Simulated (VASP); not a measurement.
Method: SCAN meta-GGA, VASP's PBE PAW potentials (set 64) (plane waves; VASP).

VASP ran on this input.

**KPOINTS**
```
Automatic mesh
0
gamma
 7 7 7
```

### POSCAR
```
CaF2
1
    0.0000000000     2.7497948670     2.7497948670
    2.7497948670     0.0000000000     2.7497948670
    2.7497948670     2.7497948670     0.0000000000
Ca F
1 2
Direct
  0.0000000000   1.0000000000   1.0000000000
  0.2500000000   0.2500000000   0.2500000000
  0.7500000000   0.7500000000   0.7500000000
```

INCAR:
```
ALGO = Normal
EDIFF = 1E-7
ENCUT = 520
ISIF = 2
ISMEAR = 0
LASPH = T
LCHARG = F
LMIXTAU = T
LREAL = F
LWAVE = F
METAGGA = SCAN
NELM = 100
PREC = Accurate
SIGMA = 0.05
SYSTEM = CaF2
```

POTCAR, in this order: Ca_sv F (PBE.64 set). Program: vasp_std.

Output of the run:

**OSZICAR**
```
       N       E                     dE             d eps       ncg     rms          rms(c)
DAV:   1     0.215919468676E+03    0.21592E+03   -0.14099E+04   640   0.154E+03
DAV:   2    -0.272195561557E+02   -0.24314E+03   -0.23712E+03   840   0.403E+02
DAV:   3    -0.365382195359E+02   -0.93187E+01   -0.93067E+01   792   0.911E+01
DAV:   4    -0.368915925112E+02   -0.35337E+00   -0.35330E+00  1024   0.125E+01
DAV:   5    -0.368941393153E+02   -0.25468E-02   -0.25468E-02   776   0.123E+00    0.719E+00
DAV:   6    -0.300402381229E+02    0.68539E+01   -0.35236E+00   872   0.183E+01    0.312E+00
DAV:   7    -0.298647788852E+02    0.17546E+00   -0.28306E+00   640   0.170E+01    0.267E+00
DAV:   8    -0.293869214265E+02    0.47786E+00   -0.33197E-01   664   0.674E+00    0.167E+00
DAV:   9    -0.287943594931E+02    0.59256E+00   -0.77424E-01   752   0.717E+00    0.155E+00
DAV:  10    -0.294570908875E+02   -0.66273E+00   -0.72045E-01   736   0.763E+00    0.358E-01
DAV:  11    -0.292502937558E+02    0.20680E+00   -0.24074E-02   712   0.191E+00    0.295E-01
DAV:  12    -0.292257078504E+02    0.24586E-01   -0.10072E-02   800   0.118E+00    0.132E-01
DAV:  13    -0.293325813645E+02   -0.10687E+00   -0.38920E-02   640   0.250E+00    0.451E-02
DAV:  14    -0.293320537921E+02    0.52757E-03   -0.97725E-04   840   0.385E-01    0.465E-02
DAV:  15    -0.293321532121E+02   -0.99420E-04   -0.20711E-04   776   0.180E-01    0.369E-02
DAV:  16    -0.293326348413E+02   -0.48163E-03   -0.14767E-04   664   0.154E-01    0.428E-02
DAV:  17    -0.293325624754E+02    0.72366E-04   -0.17951E-04   656   0.138E-01    0.142E-02
DAV:  18    -0.293325136790E+02    0.48796E-04   -0.45841E-05   752   0.750E-02    0.602E-03
DAV:  19    -0.293325396337E+02   -0.25955E-04   -0.12664E-05   640   0.513E-02    0.406E-03
DAV:  20    -0.293325462035E+02   -0.65698E-05   -0.18184E-06   800   0.169E-02    0.211E-03
DAV:  21    -0.293325500745E+02   -0.38711E-05   -0.89917E-07   640   0.127E-02    0.929E-04
DAV:  22    -0.293325488852E+02    0.11893E-05   -0.81685E-08   688   0.353E-03    0.480E-04
DAV:  23    -0.293325478253E+02    0.10599E-05   -0.34056E-08   464   0.236E-03    0.211E-04
DAV:  24    -0.293325476665E+02    0.15878E-06   -0.87627E-09   376   0.118E-03    0.301E-05
DAV:  25    -0.293325477343E+02   -0.67820E-07   -0.20746E-09   336   0.462E-04
   1 F= -.29332548E+02 E0= -.29332548E+02  d E =-.926574E-11
```

File OUTCAR:
```
------------------------ aborting loop because EDIFF is reached ----------------------------------------
  FORCE on cell =-STRESS in cart. coord.  units (eV):
  Direction    XX          YY          ZZ          XY          YZ          ZX
  --------------------------------------------------------------------------------------
  Total       -0.7363287     -0.7363287     -0.7363287      0.0000000      0.0000000     -0.0000000
  in kB      -28.3694833    -28.3694833    -28.3694833      0.0000000      0.0000000     -0.0000000
  external PRESSURE =     -28.3694833 kB  Pullay stress =       0.0000000 kB
  volume of cell :       41.58
      direct lattice vectors                 reciprocal lattice vectors
     0.000000000  2.749794867  2.749794867    -0.181831745  0.181831745  0.181831745
     2.749794867  0.000000000  2.749794867     0.181831745 -0.181831745  0.181831745
     2.749794867  2.749794867  0.000000000     0.181831745  0.181831745 -0.181831745
 POSITION                                       TOTAL-FORCE (eV/Angst)
 -----------------------------------------------------------------------------------
      0.00000      0.00000      0.00000         0.000000      0.000000      0.000000
      1.37490      1.37490      1.37490        -0.000000     -0.000000     -0.000000
      4.12469      4.12469      4.12469         0.000000      0.000000      0.000000
 -----------------------------------------------------------------------------------
    total drift:                                0.000000     -0.000000      0.000000
  FREE ENERGIE OF THE ION-ELECTRON SYSTEM (eV)
  ---------------------------------------------------
  free  energy   TOTEN  =       -29.3325477343 eV

  energy  without entropy=      -29.3325477343  energy(sigma->0) =      -29.33254773
```
(Selected blocks of OUTCAR.)

The compound is CaF2 in the fluorite structure. This cell is one point of a volume scan, at 1.03 of the reference volume.
